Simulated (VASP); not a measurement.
LiH:

```
Li H
1.0
     0.00000    2.03675    2.03675
     2.03675    0.00000    2.03675
     2.03675    2.03675    0.00000
Li H
1 1
Cartesian
  0.0000 0.0000 0.0000
  2.0368 2.0368 2.0368
```

Base run:

- Program: VASP 6.6.1
- Functional: PBE0
- Potentials or basis: VASP PAW PBE potentials, release 64 (Li_sv, H)
- Cutoff: 520 eV
- k mesh: 8 × 8 × 8
- Occupations: gaussian, width 0.02 eV
- Spin: no spin polarisation

Its results: band gap on the k mesh 4.68 eV, direct.

Problem. The run is repeated on the same cell with these changes: functional from PBE0 to HSE03. What comes out?

Solution. Band gap on the k mesh 3.80 eV, direct.

Not every run made on this cell is shown here.
